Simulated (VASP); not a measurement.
# Be (P6_3/mmc) in VASP: a series of runs

The runs below take Be through single point, with LDA.

Everything below comes from runs of VASP 6.6.1. Logs are shortened: lines on timing, memory, paths and dates and some standing lists are left out, and cuts for length are marked.

### 1 The structure

It takes space group P6_3/mmc (No. 194, hexagonal). The conventional cell has a = 2.285 Å, b = 2.285 Å, c = 3.584 Å, α = 90.00°, β = 90.00°, γ = 120.00°. Be (site symmetry -6m2) has 12 Be at 2.23 to 2.29 Å as nearest neighbours.

### 2 Single point, LDA

The input, INCAR:

```
  ADDGRID = F
  ALGO = Normal
  EDIFF = 1E-6
  ENCUT = 220
  GGA = CA
  ISIF = 2
  ISMEAR = 1
  LASPH = T
  LCHARG = F
  LREAL = F
  LWAVE = F
  NELM = 100
  PREC = Accurate
  SIGMA = 0.2
```

The input, KPOINTS:

```
k-points
0
Gamma
  8 8 5
```

The input, POSCAR:

```
Be
1.0
    2.2853000000      0.0000000000      0.0000000000
   -1.1426500000      1.9791278553      0.0000000000
    0.0000000000      0.0000000000      3.5842000000
Be
2
Direct
    0.6556040000      0.3139550000      0.7387090000
    0.3030700000      0.6820070000      0.2728280000
```

Potentials or basis: VASP PAW LDA potentials, release 64 (Be).

The run is started by

```sh
$ cat potpaw_LDA.64/Be/POTCAR > POTCAR
$ mpirun -np 1 vasp_std > vasp.out
```

OUTCAR:

```text
EDIFF = 1E-6
   ENCUT = 220
   GGA = CA
   ISIF = 2
   ISMEAR = 1
   LASPH = T
   LREAL = F
   NELM = 100
   PREC = Accurate

 Found    162 irreducible k-points:

 Following reciprocal coordinates:
            Coordinates               Weight
  0.000000  0.000000  0.000000      1.000000
  0.125000 -0.000000  0.000000      2.000000
  0.000000  0.125000  0.000000      2.000000
 -0.125000  0.125000  0.000000      2.000000
  0.250000 -0.000000  0.000000      2.000000
  0.000000  0.250000  0.000000      2.000000
   k-points           NKPTS =    162   k-points in BZ     NKDIM =    162   number of bands    NBANDS=      6
   number of dos      NEDOS =    301   number of ions     NIONS =      2
   total plane-waves  NPLWV =   2592
   dimension x,y,z NGX =    12 NGY =   12 NGZ =   18
   dimension x,y,z NGXF=    24 NGYF=   24 NGZF=   36
   ions per type =               2
   NGX,Y,Z   is equivalent  to a cutoff of   8.73,  8.73,  8.35 a.u.
   NGXF,Y,Z  is equivalent  to a cutoff of  17.46, 17.46, 16.70 a.u.
 SYSTEM =  unknown system
   PREC   = accura    normal or accurate (medium, high low for compatibility)
   ISTART =      0    job   : 0-new  1-cont  2-samecut
   ICHARG =      2    charge: 1-file 2-atom 10-const
   ISPIN  =      1    spin polarized calculation?
   LNONCOLLINEAR =      F non collinear calculations
   LSORBIT =      F    spin-orbit coupling
   LASPH  =      T    aspherical Exc in radial PAW
   ENCUT  =  220.0 eV  16.17 Ry    4.02 a.u.   2.76  2.76  4.33*2*pi/ulx,y,z
   NELM   =    100;   NELMIN=  2; NELMDL= -5     # of ELM steps
   EDIFF  = 0.1E-05   stopping-criterion for ELM
[... 30 lines left out ...]
 non-spin polarized calculation
 Methfessel and Paxton  Order N= 1 SIGMA  =   0.20
  energy-cutoff  :      220.00
  volume of cell :       16.21
 maximum number of plane-waves:       124
   NGX =  5   NGY =  5   NGZ =  9

 number of electron       4.0000000 magnetization

 Free energy of the ion-electron system (eV)
  ---------------------------------------------------
  ext. energy  EPLUGINS =         0.00000000
  ---------------------------------------------------
  free energy    TOTEN  =        -8.28148073 eV

  energy without entropy =       -8.28136086  energy(sigma->0) =       -8.28144077

 E-fermi :   7.1968     XC(G=0): -10.5326

 val. band max:        7.0727342881   @ k =  -0.3750  -0.3750   0.4000
 cond. band min:       7.2355165324   @ k =   0.2500   0.2500   0.0000
 fundamental gap:      0.1627822443
 Fermi energy:         7.1967859242

 k-point     1 :       0.0000    0.0000    0.0000
  band No.  band energies     occupation
      1      -4.5091      2.00000
      2       2.3166      2.00000
      3       7.6968     -0.00232
      4      21.5735      0.00000
      5      22.3157      0.00000
      6      24.1923      0.00000

 k-point     2 :       0.1250   -0.0000    0.0000
  band No.  band energies     occupation
      1      -4.0740      2.00000
      2       2.8867      2.00000
      3       7.8047     -0.00015
      4      18.9952      0.00000
      5      20.1488      0.00000
      6      24.3125      0.00000

 k-point     3 :       0.0000    0.1250    0.0000
  band No.  band energies     occupation
      1      -4.0741      2.00000
      2       2.8874      2.00000
      3       7.7999     -0.00017
      4      19.0032      0.00000
      5      20.1538      0.00000
      6      24.4244      0.00000

 k-point     4 :      -0.1250    0.1250    0.0000
  band No.  band energies     occupation
      1      -4.0733      2.00000
      2       2.8831      2.00000
      3       7.8312     -0.00007
      4      19.0047      0.00000
      5      19.9017      0.00000
      6      24.5050      0.00000

 k-point     5 :       0.2500   -0.0000    0.0000
  band No.  band energies     occupation
      1      -2.7668      2.00000
      2       4.5987      2.00000
      3       7.8152     -0.00011
      4      14.5341      0.00000
      5      17.7406      0.00000
      6      21.9772      0.00000

 k-point     6 :       0.0000    0.2500    0.0000
  band No.  band energies     occupation
      1      -2.7669      2.00000
      2       4.6034      2.00000
      3       7.7860     -0.00025
      4      14.6002      0.00000
      5      17.7336      0.00000
      6      21.9295      0.00000

 [... further k-points ...]
[... 5 lines left out ...]
  --------------------------------------------------------------------------------------
  -------------------------------------------------------------------------------------
  Total       -1.0497496     -0.8183727     -0.4032700      0.1391082      0.1377854     -0.1522643
  in kB     -103.7497319    -80.8820982    -39.8563226     13.7484570     13.6177179    -15.0487129
  external PRESSURE =     -74.8293842 kB  Pullay stress =       0.0000000 kB

 VOLUME and BASIS-vectors are now :
 -----------------------------------------------------------------------------
  energy-cutoff  :      220.00
  volume of cell :       16.21
      direct lattice vectors                 reciprocal lattice vectors
     2.285300000  0.000000000  0.000000000     0.437579311  0.252636533  0.000000000
    -1.142650000  1.979127855  0.000000000     0.000000000  0.505273066  0.000000000
     0.000000000  0.000000000  3.584200000     0.000000000  0.000000000  0.279002288

 POSITION                                       TOTAL-FORCE (eV/Angst)
 -----------------------------------------------------------------------------------
      1.13951      0.62136      2.64768        -0.231227      0.219723      0.895435
     -0.08669      1.34978      0.97787         0.231227     -0.219723     -0.895435
 -----------------------------------------------------------------------------------
    total drift:                                0.000000      0.000000      0.000001

  FREE ENERGIE OF THE ION-ELECTRON SYSTEM (eV)
  ---------------------------------------------------
  free  energy   TOTEN  =        -8.2814807314 eV

  energy  without entropy=       -8.2813608573  energy(sigma->0) =       -8.28144077
```

Wall time 1.7 s (1 thread of AMD EPYC 9R45 (Zen 5), shared host); peak memory 0.07 GiB.

The run converged, but a check on its numbers failed (symmetry, net force, bounds or a known fault of this set-up), so they aren't taken as properties of the crystal.

Caveat: the k mesh is coarse (spacing up to 0.40 Å⁻¹), so the values aren't converged; the cutoff lies under the usual one of these potentials, so the numbers hold a large basis-set error.

### 3 Single point, LDA

INCAR, as its differences from that of step 2:

```diff
@@ -3,3 +3,3 @@
   EDIFF = 1E-6
-  ENCUT = 220
+  ENCUT = 400
   GGA = CA
```

The input, KPOINTS:

```
k-points
0
Gamma
  6 6 4
```

The input, POSCAR:

```
Be
1.0
    2.2853000000      0.0000000000      0.0000000000
   -1.1426500000      1.9791278553      0.0000000000
    0.0000000000      0.0000000000      3.5842000000
Be
2
Direct
    0.6666666667      0.3333333333      0.7500000000
    0.3333333333      0.6666666667      0.2500000000
```

Potentials or basis: VASP PAW LDA potentials, release 64 (Be).

The run is started by

```sh
$ cat potpaw_LDA.64/Be/POTCAR > POTCAR
$ mpirun -np 1 vasp_std > vasp.out
```

Run time: 0.7 s. Hardware: 1 thread of AMD EPYC 9R45 (Zen 5), shared host; peak memory 0.07 GiB.

These settings aren't checked as converged: the numbers below hold their error.

What came out:

```
Free energy            : -8.3324 eV
Pressure               : -7.5 GPa
Band gap on the k mesh : none (metal or under the smearing width)
```

Caveat: the k mesh is coarse (spacing up to 0.53 Å⁻¹), so the values aren't converged.

### 4 Single point, LDA

INCAR is that of step 3.

KPOINTS is that of step 3.

The input, POSCAR:

```
Be
1.0
    2.2853000000      0.0000000000      0.0000000000
   -1.1426500000      1.9791278553      0.0000000000
    0.0000000000      0.0000000000      3.5842000000
Be
2
Direct
    0.6556040000      0.3139550000      0.7387090000
    0.3030700000      0.6820070000      0.2728280000
```

Potentials or basis: VASP PAW LDA potentials, release 64 (Be).

The run is started by

```sh
$ cat potpaw_LDA.64/Be/POTCAR > POTCAR
$ mpirun -np 1 vasp_std > vasp.out
```

OUTCAR:

```text
EDIFF = 1E-6
   ENCUT = 400
   GGA = CA
   ISIF = 2
   ISMEAR = 1
   LASPH = T
   LREAL = F
   NELM = 100
   PREC = Accurate

 Found     76 irreducible k-points:

 Following reciprocal coordinates:
            Coordinates               Weight
  0.000000  0.000000  0.000000      1.000000
  0.166667  0.000000  0.000000      2.000000
  0.000000  0.166667  0.000000      2.000000
 -0.166667  0.166667  0.000000      2.000000
  0.333333  0.000000  0.000000      2.000000
  0.000000  0.333333  0.000000      2.000000
   k-points           NKPTS =     76   k-points in BZ     NKDIM =     76   number of bands    NBANDS=      6
   number of dos      NEDOS =    301   number of ions     NIONS =      2
   total plane-waves  NPLWV =   6144
   dimension x,y,z NGX =    16 NGY =   16 NGZ =   24
   dimension x,y,z NGXF=    32 NGYF=   32 NGZF=   48
   ions per type =               2
   NGX,Y,Z   is equivalent  to a cutoff of  11.64, 11.64, 11.13 a.u.
   NGXF,Y,Z  is equivalent  to a cutoff of  23.28, 23.28, 22.26 a.u.
 SYSTEM =  unknown system
   PREC   = accura    normal or accurate (medium, high low for compatibility)
   ISTART =      0    job   : 0-new  1-cont  2-samecut
   ICHARG =      2    charge: 1-file 2-atom 10-const
   ISPIN  =      1    spin polarized calculation?
   LNONCOLLINEAR =      F non collinear calculations
   LSORBIT =      F    spin-orbit coupling
   LASPH  =      T    aspherical Exc in radial PAW
   ENCUT  =  400.0 eV  29.40 Ry    5.42 a.u.   3.73  3.73  5.84*2*pi/ulx,y,z
   NELM   =    100;   NELMIN=  2; NELMDL= -5     # of ELM steps
   EDIFF  = 0.1E-05   stopping-criterion for ELM
[... 30 lines left out ...]
 non-spin polarized calculation
 Methfessel and Paxton  Order N= 1 SIGMA  =   0.20
  energy-cutoff  :      400.00
  volume of cell :       16.21
 maximum number of plane-waves:       300
   NGX =  7   NGY =  7   NGZ = 11

 number of electron       4.0000000 magnetization

 Free energy of the ion-electron system (eV)
  ---------------------------------------------------
  ext. energy  EPLUGINS =         0.00000000
  ---------------------------------------------------
  free energy    TOTEN  =        -8.26059279 eV

  energy without entropy =       -8.26217598  energy(sigma->0) =       -8.26112052

 E-fermi :   6.1344     XC(G=0): -10.5311

 val. band max:        5.9453905280   @ k =  -0.3333   0.5000   0.0000
 cond. band min:       6.2718443881   @ k =  -0.3333   0.3333   0.0000
 fundamental gap:      0.3264538601
 Fermi energy:         6.1343858817

 k-point     1 :       0.0000    0.0000    0.0000
  band No.  band energies     occupation
      1      -4.5053      2.00000
      2       2.2966      2.00000
      3       7.6991     -0.00000
      4      21.5241      0.00000
      5      22.2678      0.00000
      6      24.1538      0.00000

 k-point     2 :       0.1667    0.0000    0.0000
  band No.  band energies     occupation
      1      -3.7312      2.00000
      2       3.3176      2.00000
      3       7.8625     -0.00000
      4      17.4311      0.00000
      5      19.2360      0.00000
      6      24.0653      0.00000

 k-point     3 :       0.0000    0.1667    0.0000
  band No.  band energies     occupation
      1      -3.7314      2.00000
      2       3.3192      2.00000
      3       7.8529     -0.00000
      4      17.4575      0.00000
      5      19.2372      0.00000
      6      24.1503      0.00000

 k-point     4 :      -0.1667    0.1667    0.0000
  band No.  band energies     occupation
      1      -3.7300      2.00000
      2       3.3088      2.00000
      3       7.9166     -0.00000
      4      17.3047      0.00000
      5      19.0518      0.00000
      6      24.2544      0.00000

 k-point     5 :       0.3333    0.0000    0.0000
  band No.  band energies     occupation
      1      -1.4127      2.00000
      2       6.3369     -0.05280
      3       6.9171     -0.00000
      4      12.8988      0.00000
      5      16.5538      0.00000
      6      18.4363      0.00000

 k-point     6 :       0.0000    0.3333    0.0000
  band No.  band energies     occupation
      1      -1.4115      2.00000
      2       6.3492     -0.06241
      3       6.8631     -0.00000
      4      13.0061      0.00000
      5      16.5422      0.00000
      6      18.3736      0.00000

 [... further k-points ...]
[... 5 lines left out ...]
  --------------------------------------------------------------------------------------
  -------------------------------------------------------------------------------------
  Total       -0.4296934     -0.2112902     -1.1940443      0.1343624      0.1083884     -0.1167511
  in kB      -42.4678238    -20.8824071   -118.0107869     13.2794148     10.7123327    -11.5388449
  external PRESSURE =     -60.4536726 kB  Pullay stress =       0.0000000 kB

 VOLUME and BASIS-vectors are now :
 -----------------------------------------------------------------------------
  energy-cutoff  :      400.00
  volume of cell :       16.21
      direct lattice vectors                 reciprocal lattice vectors
     2.285300000  0.000000000  0.000000000     0.437579311  0.252636533  0.000000000
    -1.142650000  1.979127855  0.000000000     0.000000000  0.505273066  0.000000000
     0.000000000  0.000000000  3.584200000     0.000000000  0.000000000  0.279002288

 POSITION                                       TOTAL-FORCE (eV/Angst)
 -----------------------------------------------------------------------------------
      1.13951      0.62136      2.64768        -0.275262      0.254964      0.863797
     -0.08669      1.34978      0.97787         0.275262     -0.254964     -0.863797
 -----------------------------------------------------------------------------------
    total drift:                                0.000000      0.000000     -0.000000

  FREE ENERGIE OF THE ION-ELECTRON SYSTEM (eV)
  ---------------------------------------------------
  free  energy   TOTEN  =        -8.2605927854 eV

  energy  without entropy=       -8.2621759801  energy(sigma->0) =       -8.26112052
```

Run time: 1.7 s. Hardware: 1 thread of AMD EPYC 9R45 (Zen 5), shared host; peak memory 0.08 GiB.

The run converged, but some of its settings lie outside the range that counts as converged, so its numbers aren't taken as properties of the crystal.

What came out:

| Quantity | Value |
| --- | --- |
| Free energy | -8.2606 eV |
| Pressure | -6.0 GPa |
| Largest force | 0.942 eV/Å |
| Band gap on the k mesh | none (metal or under the smearing width) |

Caveat: the k mesh is coarse (spacing up to 0.53 Å⁻¹), so the values aren't converged.

### 5 Single point, LDA

INCAR, as its differences from that of step 4:

```diff
@@ -3,3 +3,3 @@
   EDIFF = 1E-6
-  ENCUT = 400
+  ENCUT = 650
   GGA = CA
```

The input, KPOINTS:

```
k-points
0
Gamma
  5 5 3
```

The input, POSCAR:

```
Be
1.0
    2.2853000000      0.0000000000      0.0000000000
   -1.1426500000      1.9791278553      0.0000000000
    0.0000000000      0.0000000000      3.5842000000
Be
2
Direct
    0.6666666667      0.3333333333      0.7500000000
    0.3333333333      0.6666666667      0.2500000000
```

The run is started by

```sh
$ cat potpaw_LDA.64/Be/POTCAR > POTCAR
$ mpirun -np 1 vasp_std > vasp.out
```

It took 0.9 s on 1 thread of AMD EPYC 9R45 (Zen 5), shared host; peak memory 0.08 GiB.

The run converged, but some of its settings lie outside the range that counts as converged, so its numbers aren't taken as properties of the crystal.

Results:

```yaml
Free_energy: -8.3662 eV
Pressure: -7.9 GPa
```

Caveat: the k mesh is coarse (spacing up to 0.63 Å⁻¹), so the values aren't converged; the mesh shows a gap though the element is a metal.

### 6 Single point, LDA

INCAR is that of step 5.

KPOINTS is that of step 5.

The input, POSCAR:

```
Be
1.0
    2.2853000000      0.0000000000      0.0000000000
   -1.1426500000      1.9791278553      0.0000000000
    0.0000000000      0.0000000000      3.5842000000
Be
2
Direct
    0.6556040000      0.3139550000      0.7387090000
    0.3030700000      0.6820070000      0.2728280000
```

Potentials or basis: VASP PAW LDA potentials, release 64 (Be).

The run is started by

```sh
$ cat potpaw_LDA.64/Be/POTCAR > POTCAR
$ mpirun -np 1 vasp_std > vasp.out
```

OUTCAR:

```text
EDIFF = 1E-6
   ENCUT = 650
   GGA = CA
   ISIF = 2
   ISMEAR = 1
   LASPH = T
   LREAL = F
   NELM = 100
   PREC = Accurate

 Found     38 irreducible k-points:

 Following reciprocal coordinates:
            Coordinates               Weight
  0.000000  0.000000  0.000000      1.000000
  0.200000  0.000000  0.000000      2.000000
  0.000000  0.200000  0.000000      2.000000
 -0.200000  0.200000  0.000000      2.000000
  0.400000  0.000000  0.000000      2.000000
  0.000000  0.400000  0.000000      2.000000
[... 120 lines left out ...]
  band No.  band energies     occupation
      1      -0.0798      2.00000
      2       5.3295      2.00000
      3       8.0832     -0.00000
      4      12.9709      0.00000
      5      15.6209      0.00000
      6      15.9372      0.00000

 [... further k-points ...]
[... 5 lines left out ...]
  --------------------------------------------------------------------------------------
  -------------------------------------------------------------------------------------
  Total       -0.8897306     -0.7356380     -0.3009275      0.0936682      0.1195923     -0.1292980
  in kB      -87.9346066    -72.7051883    -29.7415208      9.2574956     11.8196425    -12.7788900
  external PRESSURE =     -63.4604386 kB  Pullay stress =       0.0000000 kB

 VOLUME and BASIS-vectors are now :
 -----------------------------------------------------------------------------
  energy-cutoff  :      650.00
  volume of cell :       16.21
      direct lattice vectors                 reciprocal lattice vectors
     2.285300000  0.000000000  0.000000000     0.437579311  0.252636533  0.000000000
    -1.142650000  1.979127855  0.000000000     0.000000000  0.505273066  0.000000000
     0.000000000  0.000000000  3.584200000     0.000000000  0.000000000  0.279002288

 POSITION                                       TOTAL-FORCE (eV/Angst)
 -----------------------------------------------------------------------------------
      1.13951      0.62136      2.64768        -0.264106      0.241138      0.927591
     -0.08669      1.34978      0.97787         0.264106     -0.241138     -0.927591
 -----------------------------------------------------------------------------------
    total drift:                                0.000000     -0.000000      0.000000

  FREE ENERGIE OF THE ION-ELECTRON SYSTEM (eV)
  ---------------------------------------------------
  free  energy   TOTEN  =        -8.2910478286 eV

  energy  without entropy=       -8.2920453928  energy(sigma->0) =       -8.29138035
```

It took 2 s on 1 thread of AMD EPYC 9R45 (Zen 5), shared host; peak memory 0.08 GiB.

These settings aren't checked as converged: the numbers below hold their error.

Results:

```
Free energy   : -8.2910 eV
Pressure      : -6.3 GPa
Largest force : 0.994 eV/Å
```

Caveat: the k mesh is coarse (spacing up to 0.63 Å⁻¹), so the values aren't converged; the mesh shows a gap though the element is a metal.
